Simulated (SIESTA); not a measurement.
The system is Au.

```
CELL_PARAMETERS angstrom
0.00000 2.03500 2.03500
2.03500 0.00000 2.03500
2.03500 2.03500 0.00000
ATOMIC_POSITIONS crystal
Au 0.00000 0.00000 0.00000
```

```yaml
Program: SIESTA 5.4.2
Task: single point
Functional: PBEsol
Potentials_or_basis: PseudoDojo 0.4 standard (PBEsol files)
Basis: DZP (energy shift 0.003 Ry; two zetas on semicore shells)
Grid_cutoff: 800 Ry
Energy_shift: 0.003 Ry
k_mesh: 11 × 11 × 11
Occupations: fermi-dirac, width 0.05 eV
Spin: no spin polarisation
```

On this cell: pressure 3.2 GPa; band gap on the k mesh none (metal or under the smearing width).

The same run follows on a disturbed copy (cell strained at random at fixed volume):

```xyz
1
Lattice="0.0595 2.0328 2.0239 2.0628 0.0301 2.0533 2.0741 2.0734 0.0189" Properties=species:S:1:pos:R:3 pbc="T T T"
Au    0.0297    0.0344   -0.0121
```

Question: What does the disturbed cell give?

Answer: The energy (extrapolated to zero smearing) moves by +7.3 meV/atom; pressure 3.4 GPa; band gap on the k mesh none (metal or under the smearing width).

Stress tensor (GPa, compression positive):
```
 3.53 -2.39 -1.75
-2.39  3.38  0.31
-1.75  0.31  3.31
```

Caveats: short orbitals over semicore shells can move pressures by several GPa; the basis of atomic orbitals isn't converged, which shifts pressures, moduli and gaps.
